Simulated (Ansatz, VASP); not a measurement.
# Two plane-wave programs on RbBr

INCAR

```
SYSTEM = RbBr
PREC = Accurate ; ENCUT = 520
EDIFF = 1E-7 ; ISMEAR = 0
SIGMA = 0.05 ; LREAL = .False.
LASPH = .True. ; NELM = 60
ALGO = Normal ; ISIF = 2
LWAVE = .False. ; LCHARG = .False.
GGA = PE ; NBANDS = 15
```

The input KPOINTS:

```
regular mesh
0
Gamma
  6 6 6
  0 0 0
```

POSCAR

```
RbBr
1.0
    4.1260773000      0.0000000000      0.0000000000
    0.0000000000      4.1260773000      0.0000000000
    0.0000000000      0.0000000000      4.2911203920
Rb Br
1 1
Direct
    0.0000000000      0.0000000000      0.0000000000
    0.5000000000      0.5000000000      0.5000000000
```

Input for Ansatz:

```yaml
crystal:
  lattice:
    - [4.1260773, 0.0, 0.0]
    - [0.0, 4.1260773, 0.0]
    - [0.0, 0.0, 4.291120392]
  atoms:
    - { symbol: Rb, position: [0.0, 0.0, 0.0] }
    - { symbol: Br, position: [0.5, 0.5, 0.5] }
basis:
  ecutwfc: 420
kpoints:
  mp_grid: { grid: [6, 6, 6] }
hamiltonian:
  xc: pbe
scf:
  occupations: { method: gaussian, width: 0.05 }
output:
  forces: true
  stress: true
  eigenvalues: true
```

Change from the starting cell: strain +0.000 along x and y, +0.040 along z, atoms carried along.

Alike in both runs: task single point; functional PBE; k mesh 6 × 6 × 6; occupations gaussian, width 0.05 eV; no spin polarisation.

```csv
,VASP,Ansatz
version,VASP 6.6.1,Ansatz 0.2.0
potentials or method,"VASP PAW PBE potentials, release 64 (Rb_sv, Br)","scalar-relativistic, plane waves, PAW"
plane-wave cutoff (eV),520,420
valence electrons in the cell,16,16
```

|  | VASP | Ansatz | Ansatz less VASP |
| --- | --- | --- | --- |
| gap on the k mesh at the Fermi level (eV) | 3.88 | 3.88 | +0.001 |
| least direct gap on the mesh (eV) | 4.02 | 4.02 | +0.001 |
| pressure (GPa) | 0.2 | 0.2 | -0.03 |
| largest component of the traceless stress (GPa) | 0.75 | 0.75 | 0.000 |

A k mesh can miss the band edges.
